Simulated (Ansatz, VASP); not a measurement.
Mg2S: VASP beside Ansatz

```
CELL_PARAMETERS angstrom
-2.96299 2.96299 3.44810
2.96299 -2.96299 3.44810
2.96299 2.96299 -3.44810
ATOMIC_POSITIONS crystal
Mg 0.17978 0.67979 0.85957
Mg 0.32021 0.17978 0.50000
Mg 0.67979 0.82022 0.50000
Mg 0.82022 0.32021 0.14043
S 0.75000 0.75000 0.00000
S 0.25000 0.25000 0.00000
```

Alike in both runs: functional PBE; k mesh 4 × 4 × 4; occupations gaussian, width 0.1 eV; no spin polarisation.

Ansatz relaxed the structure, and its values are those at the end. VASP's run is a single point on that final structure, the one shown.

```csv
,VASP,Ansatz
version,VASP 6.6.1,Ansatz 0.2.0
potentials or method,"VASP PAW PBE potentials, release 64 (Mg, S)","scalar-relativistic, plane waves, PAW"
plane-wave cutoff (eV),520,420
valence electrons in the cell,20,52
```

|  | VASP | Ansatz | Ansatz less VASP |
| --- | --- | --- | --- |
| gap on the k mesh at the Fermi level (eV) | none | none | - |
| pressure (GPa) | -0.1 | 0.1 | +0.18 |

A gap of «none» marks a metal or a gap that the smearing closes. The functional is the same, so the differences come from potentials, cutoffs and numerics. The two sets of potentials don't hold the same shells in valence.

Caveats: the k mesh is coarse (spacing up to 0.37 Å⁻¹), so the values aren't converged.
